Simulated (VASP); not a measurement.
Set up this calculation in VASP 6.6.1, as the native input.

| Quantity | Value |
| --- | --- |
| Task | single point |
| Functional | PBE |
| Potentials or basis | VASP PAW PBE potentials, release 64 (Tl_d, Br) |
| Cutoff | 520 eV |
| k mesh | 4 × 4 × 4 |
| Occupations | gaussian, width 0.1 eV |
| Spin | no spin polarisation |
| Dipole correction | no |
| Further INCAR settings | ALGO = Normal; EDIFF = 1e-06; NBANDS = 17 |

The structure of TlBr lies in POSCAR:

```
TlBr
1.0
    3.9700000000      0.0000000000      0.0000000000
    0.0000000000      3.9700000000      0.0000000000
    0.0000000000      0.0000000000      3.9700000000
Tl Br
1 1
Direct
    0.0000000000      0.0000000000      0.0000000000
    0.5000000000      0.5000000000      0.5000000000
```

One way to write it, as run:

INCAR

```
  PREC = Accurate
  ENCUT = 520
  EDIFF = 1E-6
  ISMEAR = 0
  SIGMA = 0.1
  LREAL = False
  LASPH = True
  NELM = 100
  ALGO = Normal
  ISIF = 2
  LWAVE = False
  LCHARG = False
  GGA = PE
  NBANDS = 17
```

KPOINTS

```
Automatic mesh
0
Gamma
  4 4 4
```

Potentials or basis: VASP PAW PBE potentials, release 64 (Tl_d, Br).

Run with:

```sh
$ cat potpaw_PBE.64/Tl_d/POTCAR potpaw_PBE.64/Br/POTCAR > POTCAR
$ mpirun -np 1 vasp_std > vasp.out
```

Results of the run:

* Pressure: 1.5 GPa
* Band gap on the k mesh: 1.83 eV, direct

Caveat: spin-orbit coupling is left out, which as a rule narrows the gap of such compounds by several tenths of an eV.

Run time: 6.6 s on 1 thread of Intel(R) Xeon(R) 6975P-C (Granite Rapids), with other jobs on the host, peak memory 0.16 GiB.
